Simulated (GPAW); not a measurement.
The system is BN.

```
N B
1.0
     2.55394    0.00000    0.00000
    -1.27697    2.21178    0.00000
     0.00000    0.00000    4.22685
N B
2 2
Direct
  0.33333 0.66667 0.12528
  0.66667 0.33333 0.62528
  0.33333 0.66667 0.49972
  0.66667 0.33333 0.99972
```

Measurements of this composition are mostly on another form, of space group No. 194.

Base run:

| Property | Result |
| --- | --- |
| Program | GPAW 26.7.0 |
| Functional | GLLB-SC |
| Potentials or basis | the program's PAW data sets (release 1.2.1) made for this functional |
| Cutoff | 600 eV |
| Basis | pw |
| k mesh | 10 × 10 × 5 |
| Occupations | fermi-dirac, width 0.001 eV |
| Spin | no spin polarisation |

Its results: band gap on the k mesh, kohn-sham part alone 6.06 eV, indirect (least direct gap 8.93 eV).

Problem. After a change of settings the same cell gave: band gap on the k mesh 5.45 eV, indirect (least direct gap 8.27 eV). Which change was it?
A. functional from GLLB-SC to LDA
B. functional from GLLB-SC to PBEsol; potentials or basis from the program's PAW data sets (release 1.2.1) made for this functional to PAW data sets generated in the run's folder for this functional
C. functional from GLLB-SC to RPBE
D. functional from GLLB-SC to AM05; potentials or basis from the program's PAW data sets (release 1.2.1) made for this functional to PAW data sets generated in the run's folder for this functional

Solution. C.

Caveats: the long-wavelength limit can be off by a per cent or two; an odd mesh through Γ misses points on the zone boundary, where band edges often lie; a model potential gives levels but no total energy (some runs); response on these states lacks terms of the Hamiltonian (some runs).
